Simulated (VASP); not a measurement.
**From VASP inputs to Ansatz: MoS₂ (strained 2H (MoS2) bulk)**

INCAR

```
LWAVE = .FALSE.
NSW = 0
IBRION = -1
NBANDS = 35
ISMEAR = -1
LREAL = .FALSE.
ISIF = 2
ENCUT = 520
LCHARG = .FALSE.
NELM = 120
SIGMA = 0.02
LASPH = .TRUE.
PREC = Accurate
EDIFF = 1E-7
GGA = PE
```

KPOINTS

```
KPOINTS created by Atomic Simulation Environment
0
Gamma
12 12 2
0 0 0
```

KPOINTS_OPT

```
special points
7
Reciprocal
0.0000000000 0.0000000000 0.0000000000 1
0.5000000000 0.0000000000 0.0000000000 1
0.3333333333 0.3333333333 0.0000000000 1
0.0000000000 0.0000000000 0.5000000000 1
0.5000000000 0.0000000000 0.5000000000 1
0.3333333333 0.3333333333 0.5000000000 1
0.3333330000 0.3333330000 -0.0885420000 1
```

POSCAR

```
Mo S
 1.0000000000000000
     3.2999407264815961    0.0000000000288675    0.0000000000000000
    -1.6499703632657980    2.8578325001015044    0.0000000000000000
     0.0000000000000000    0.0000000000000000   12.9333317975999993
 Mo  S
   2   4
Cartesian
 -0.0000000000166664  1.9052216667439585  3.2333329494000007
  1.6499703632324647  0.9526108333864131  9.6999988482000017
  1.6499703632324647  0.9526108333864131  4.7544013494243718
  1.6499703632324647  0.9526108333864131  1.7122645493756286
 -0.0000000000166664  1.9052216667439585 11.2210672482243741
 -0.0000000000166664  1.9052216667439585  8.1789304481756293
```

VASP ran with the recommended PBE PAW datasets (52 valence electrons in the cell).

Q: Translate these files to an Ansatz input.

A: 

```yaml
crystal:
  lattice:
    - [3.2999407265, 0.0, 0.0]
    - [-1.6499703633, 2.8578325001, 0.0]
    - [0.0, 0.0, 12.9333317976]
  atoms:
    - { symbol: Mo, position: [0.3333333333, 0.6666666667, 0.25] }
    - { symbol: Mo, position: [0.6666666667, 0.3333333333, 0.75] }
    - { symbol: S, position: [0.6666666667, 0.3333333333, 0.3676083954] }
    - { symbol: S, position: [0.6666666667, 0.3333333333, 0.1323916046] }
    - { symbol: S, position: [0.3333333333, 0.6666666667, 0.8676083954] }
    - { symbol: S, position: [0.3333333333, 0.6666666667, 0.6323916046] }
kpoints:
  mp_grid: { grid: [12, 12, 2] }
  band_path:
    path:
      - [0.0, 0.0, 0.0]
      - [0.5, 0.0, 0.0]
      - [0.3333333333, 0.3333333333, 0.0]
      - [0.0, 0.0, 0.5]
      - [0.5, 0.0, 0.5]
      - [0.3333333333, 0.3333333333, 0.5]
      - [0.333333, 0.333333, -0.088542]
    npoints: 1
hamiltonian:
  xc: pbe
scf:
  occupations: { method: fermi_dirac, width: 0.02 }
  n_extra_bands: 5
output:
  forces: true
  stress: true
  eigenvalues: true
  write_density: true
  write_potential: true
  elf: true
  volumetric_format: npy
```

Other inputs would serve too.

```json
{"": "gap between bands v and c", "VASP": "0.45 eV", "Ansatz": "0.44 eV"}
{"": "least direct gap", "VASP": "1.29 eV", "Ansatz": "1.29 eV"}
{"": "pressure", "VASP": "-4.7 GPa", "Ansatz": "-4.6 GPa"}
{"": "largest force", "VASP": "0.07 eV/Å", "Ansatz": "0.08 eV/Å"}
```

The two codes use different PAW datasets and cutoffs. VASP's cell holds 52 valence electrons and Ansatz's 52. Ansatz's stress includes a Pulay correction; VASP's doesn't.
